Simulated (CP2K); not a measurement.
CuCl2:

```xyz
3
Lattice="4.5206 0.0000 0.0000 0.0000 4.5206 0.0000 0.0000 0.0000 4.3177" Properties=species:S:1:pos:R:3 pbc="T T T"
Cu    0.0000    0.0000    0.0000
Cl    0.0000    2.2603    0.0000
Cl    2.2603    0.0000    0.0000
```

Measurements of this composition are mostly on another form, of space group No. 12.

Base run:

* Program: CP2K 2026.2
* Functional: SCAN
* Potentials or basis: POTENTIAL_UZH Cu GTH-SCAN-q11, Cl GTH-SCAN-q7; TZVP-MOLOPT-SCAN-GTH basis
* Density cutoff: 9184 eV
* k mesh: 6 × 6 × 6
* Occupations: fermi-dirac, width 0.05 eV
* Spin: no spin polarisation

Its results: band gap on the k mesh none (metal or under the smearing width); pressure -0.8 GPa.

Task: The run is repeated on the same cell with these changes: functional from SCAN to TASK; ngrids from 4 to 5. What comes out?

Result: Band gap on the k mesh none (metal or under the smearing width); pressure 1.7 GPa.

Caveats: the basis of atomic orbitals isn't converged, which shifts pressures, moduli and gaps; an odd number of electrons without spin polarisation forces a metal; a magnetic or distorted state may lie lower; the run has no spin polarisation, though such a crystal can be magnetic; semilocal functionals often make such compounds metallic where correlation or magnetic order opens a gap, which also shifts bond lengths; the potentials were made for another functional, which shifts forces and pressure (some runs).

Not every run made on this cell is shown here.
